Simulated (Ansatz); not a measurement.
Write the native input for Ansatz 0.2.0 that does the following.

```yaml
Task: single point
Functional: PBE
Potentials_or_basis: Ansatz PAW
Cutoff: "420 eV (not typed: the program's choice for these potentials)"
k_mesh: 7 × 7 × 7
Occupations: fermi-dirac, width 0.05 eV
Spin: no spin polarisation
```

TiAl3:

```
CELL_PARAMETERS angstrom
3.95567 0.00000 0.00000
0.00000 3.95567 0.00000
0.00000 0.00000 3.95567
ATOMIC_POSITIONS crystal
Ti 0.00000 0.00000 0.00000
Al 0.00000 0.50000 0.50000
Al 0.50000 0.00000 0.50000
Al 0.50000 0.50000 0.00000
```

The cell comes from a database or a generator and needn't be the stable form of this composition.

One way to write it, as run:

input.yaml

```yaml
crystal:
  lattice:
    - [3.95567125, 0.0, 0.0]
    - [0.0, 3.95567125, 0.0]
    - [0.0, 0.0, 3.95567125]
  atoms:
    - { symbol: Ti, position: [0.0, 0.0, 0.0] }
    - { symbol: Al, position: [0.0, 0.5, 0.5] }
    - { symbol: Al, position: [0.5, 0.0, 0.5] }
    - { symbol: Al, position: [0.5, 0.5, 0.0] }
hamiltonian:
  xc: pbe
  pseudopotentials: { kind: paw }
kpoints:
  mp_grid: { grid: [7, 7, 7] }
scf:
  occupations: { method: fermi_dirac, width: 0.05 }
output:
  forces: true
  stress: true
  eigenvalues: true
```

Potentials or basis: Ansatz PAW.

The run is started by

```sh
$ ansatz run input.yaml --threads 2 --pin off --max-ram 5120MiB --backend cpu --events-out ev --progress --plain --runs-dir out
```

Results of the run:

The pressure is 2.0 GPa. The band gap on the k mesh is none (metal or under the smearing width).

Wall time 0.64 s on 2 threads of AMD EPYC 7B13 (Zen 3), with other jobs on the host, peak memory 0.38 GiB.
